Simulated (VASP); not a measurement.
A run of VASP 6.6.1 is set up as follows.

Contents of INCAR:

```
PREC = Accurate ; ENCUT = 520
EDIFF = 1E-6 ; ISMEAR = 0
SIGMA = 0.1 ; LREAL = False
LASPH = True ; NELM = 100
ALGO = Normal ; ISIF = 2
LWAVE = False ; LCHARG = True
GGA = PS ; LELF = True
LVHAR = True ; NBANDS = 16
```

File KPOINTS:

```
regular mesh
0
Gamma
  6 6 6
```

Contents of POSCAR:

```
HgSe
1.0
    0.0000000000      3.0390000000      3.0390000000
    3.0390000000      0.0000000000      3.0390000000
    3.0390000000      3.0390000000      0.0000000000
Hg Se
1 1
Direct
    0.0000000000      0.0000000000      0.0000000000
    0.2500000000      0.2500000000      0.2500000000
```

Potentials or basis: VASP PAW PBE potentials, release 64 (Hg, Se).

The run is started by

```console
$ cat potpaw_PBE.64/Hg/POTCAR potpaw_PBE.64/Se/POTCAR > POTCAR
$ mpirun -np 1 vasp_std > vasp.out
```

**Question.** What does it give for the band gap on the k mesh?

**Answer.** None (metal or under the smearing width).

**Question.** What does it give for the pressure?

**Answer.** 1.9 GPa.

Caveat: the PAW data sets were made with another functional, which shifts forces and pressure a little. The run has no spin-orbit coupling, so splittings on Hg are missing.
